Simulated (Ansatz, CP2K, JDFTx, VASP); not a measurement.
# WS2: programs and potentials compared

```
W S
1.0
     3.18000    0.00000    0.00000
    -1.59000    2.75396    0.00000
     0.00000    0.00000   12.50000
W S
2 4
Direct
  0.66667 0.33333 0.75000
  0.33333 0.66667 0.25000
  0.66667 0.33333 0.37500
  0.33333 0.66667 0.87500
  0.66667 0.33333 0.12500
  0.33333 0.66667 0.62500
```

Alike in all runs: task single point; functional LDA; k mesh 10 × 10 × 3; occupations gaussian, width 0.02 eV; no spin polarisation; no spin-orbit coupling. LDA stands for any of its common fits. Pressure is positive in compression and, in plane waves, holds the error of the finite cutoff, which Ansatz's Pulay term estimates and takes out.

| program and potentials | plane-wave cutoff (eV) | notes | pressure (GPa) | largest force (eV/Å) |
| --- | --- | --- | --- | --- |
| Ansatz, Ansatz PAW | 420 | potentials made for PBE, which Ansatz adapts in part; Pulay term of +0.02 GPa included | -5.63 | 0.358 |
| VASP, LDA PAW files S, W_sv, release 54, 520 eV | 520 | - | -5.28 | 0.312 |
| CP2K, GTH_POTENTIALS W GTH-PADE-q14, S GTH-PADE-q6; TZVP-MOLOPT-PBE-GTH basis | - | atomic basis | -15.19 | 0.625 |
| JDFTx, PseudoDojo-SR-LDA-0.4.1-standard with smoothed tails | 952 | - | -5.94 | 0.388 |

Force on atom 3 (S), eV/Å:

```tsv
program and potentials	x	y	z
Ansatz, Ansatz PAW	0.000	0.000	-0.358
VASP, LDA PAW files S, W_sv, release 54, 520 eV	0.000	0.000	-0.312
CP2K, GTH_POTENTIALS W GTH-PADE-q14, S GTH-PADE-q6; TZVP-MOLOPT-PBE-GTH basis	0.000	0.000	0.625
JDFTx, PseudoDojo-SR-LDA-0.4.1-standard with smoothed tails	0.000	0.000	-0.388
```

The pressure spans -15.19 (CP2K, GTH_POTENTIALS W GTH-PADE-q14, S GTH-PADE-q6; TZVP-MOLOPT-PBE-GTH basis) to -5.28 GPa (VASP, LDA PAW files S, W_sv, release 54, 520 eV). The pressure on the cell as given of CP2K, GTH_POTENTIALS W GTH-PADE-q14, S GTH-PADE-q6; TZVP-MOLOPT-PBE-GTH basis lies far from the others; the cause wasn't traced. Rows in atomic bases carry the error of their basis and grid, which can be large.

Differences between rows come from potentials, basis sets and numerical settings, since the functional is the same but for its coding. Runs on potential files found faulty are left out.
